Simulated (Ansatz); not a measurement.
`OCc1ccccc1` + `O[SiH3]` → `OCO[SiH3]` + `c1ccccc1`  (substitution at a C–C bond)

Computed with Ansatz on PBE0-D4/def2-TZVP structures; ΔE is electronic, products minus reactants. CCSD(T)/CBS is the MP2 limit (def2-TZVPP, def2-QZVPP) plus CCSD(T) − MP2 in def2-TZVPP, frozen cores. Each species was taken in one conformer, which may not be the lowest.

```json
{"species": "`OCc1ccccc1`", "HF/CBS(def2) energy (Eh)": "-344.73966"}
{"species": "`O[SiH3]`", "HF/CBS(def2) energy (Eh)": "-366.22576"}
{"species": "`OCO[SiH3]`", "HF/CBS(def2) energy (Eh)": "-480.16286"}
{"species": "`c1ccccc1`", "HF/CBS(def2) energy (Eh)": "-230.79791"}
```

**Question.** Work out ΔE.

**Answer.** ΔE = (-480.16286) + (-230.79791) − (-344.73966) − (-366.22576) = 0.00465 Eh = +0.13 eV. CCSD(T)/CBS gives +0.33 eV.

Largest T1 diagnostic among the species: 0.011.

The D4 term adds +0.05 eV with B3LYP and +0.03 eV with PBE0; it sums over pairs of atoms, weighted by their polarisabilities, and B3LYP, whose exchange is more repulsive, gets the larger term. Leaving LDA and LC-ωPBE aside and taking each functional with its dispersion term where it has one, the values, not all of them listed here, spread over 0.08 eV, from BHLYP-D4 to PBE-QIDH. LDA lies +0.05 eV from PBE without D4. At CCSD(T), def2-SVP lies −0.08 eV from the extrapolated value and def2-TZVPP −0.01 eV.

B3LYP here is the variant with VWN-RPA as its local correlation; programs differ in this.
